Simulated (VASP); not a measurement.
ZnSe (Stilleite): single point with PBE

**Experimental background.**

“Alloy Disordering Effects on the Thermal Conductivity and Energy Gap Temperature Dependence of Cd1−xZnxSe Ternary Crystals Grown by the Bridgman Method”, 2023, pmc:10253836 reports, for a bulk crystal of ZnSe at 300 K: band gap 2.695 ± 0.003 eV (an exciton energy, a little under the gap).

Crystal: ZnSe (Stilleite).

```
Se Zn
1.0
     0.00000    2.83380    2.83380
     2.83380    0.00000    2.83380
     2.83380    2.83380    0.00000
Se Zn
1 1
Direct
  0.75000 0.75000 0.75000
  0.00000 0.00000 0.00000
```

```
Program             : VASP 6.6.1
Task                : single point
Functional          : PBE
Potentials or basis : VASP PAW PBE potentials, release 64 (Se, Zn)
Cutoff              : 520 eV
k mesh              : 8 × 8 × 8
Occupations         : gaussian, width 0.014 eV
Spin                : no spin polarisation
```

```yaml
Pressure: 2.4 GPa
Band_gap_on_the_k_mesh: 1.29 eV, direct
```

Levels at points of the mesh, in eV from the valence-band top:
```tsv
k point	band 7	band 8	band 9	band 10	band 11	band 12
(0.00, 0.00, 0.00)	0.00	0.00	0.00	1.29	5.80	5.80
(0.50, 0.00, 0.00)	-5.23	-0.87	-0.87	2.54	6.38	6.38
(0.50, 0.50, 0.00)	-4.75	-2.19	-2.19	2.98	3.46	10.74
```

Wall time 18 s on 1 thread of Intel(R) Xeon(R) Platinum 8375C CPU @ 2.90GHz (Ice Lake), with other jobs on the host, peak memory 0.17 GiB.

A measured gap of ZnSe is 2.695 eV (an exciton energy, a little under the gap; 300 K; “Alloy Disordering Effects on the Thermal Conductivity and Energy Gap Temperature Dependence of Cd1−xZnxSe Ternary Crystals Grown by the Bridgman Method”, 2023, pmc:10253836); the calculated 1.29 eV misses it by -1.40 eV. So large a miss can be the level of theory's own, or it may mean another phase, state or a wrong row. Spin-orbit coupling on Se is left out. The value is that of PBE, without temperature or zero-point motion. Semilocal functionals fall short of measured gaps as a rule.
